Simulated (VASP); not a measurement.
# SnO: single point with PBE+D3(BJ)

Slab: SnO, a slab with vacuum.

```
Sn O
1.0
     3.82065    0.00001    0.00000
    -0.00001    3.82065    0.00000
     0.00000    0.00000   30.63443
Sn O
2 2
Direct
  0.99985 0.99985 0.46142
  0.49985 0.49985 0.53858
  0.99985 0.49985 0.50000
  0.49985 0.99985 0.50000
```

* Program: VASP 6.6.1
* Task: single point
* Functional: PBE
* Dispersion: D3(BJ)
* Potentials or basis: VASP PAW PBE potentials, release 64 (Sn_d, O)
* Cutoff: 520 eV
* k mesh: 6 × 6 × 1
* Occupations: gaussian, width 0.02 eV
* Spin: no spin polarisation
* Dipole correction: yes
* Further INCAR settings: ALGO = Fast; EDIFF = 1e-07; NBANDS = 28

```
Largest force              : 0.086 eV/Å
Band gap on the k mesh     : 3.09 eV, indirect (least direct gap 3.14 eV)
Dispersion energy per atom : -0.137 eV
```

Forces on the atoms (eV/Å):
```
Sn   0.000  0.000 -0.086
Sn   0.000  0.000  0.086
O    0.000  0.000  0.000
O    0.000  0.000  0.000
```

Levels at points of the mesh, in eV from the valence-band top:
```csv
k point,band 16,band 17,band 18,band 19,band 20,band 21,band 22,band 23,band 24,band 25
"(0.00, 0.00, 0.00)",-3.71,-2.08,-1.67,-1.67,-0.05,3.09,3.16,5.22,5.29,5.58
"(0.50, 0.00, 0.00)",-3.70,-3.30,-3.30,-0.52,-0.52,3.21,3.21,5.79,5.79,7.27
"(0.50, 0.50, 0.00)",-3.86,-1.03,-1.03,-0.67,-0.67,3.12,3.12,5.23,5.23,6.56
```

It took 4.2 min on 1 thread of Intel(R) Xeon(R) Platinum 8488C (Sapphire Rapids), with other jobs on the host, peak memory 0.48 GiB.

Caveat: spin-orbit coupling is left out, which moves the levels of the heavy elements. As with any semilocal functional, this PBE gap is likely too small.
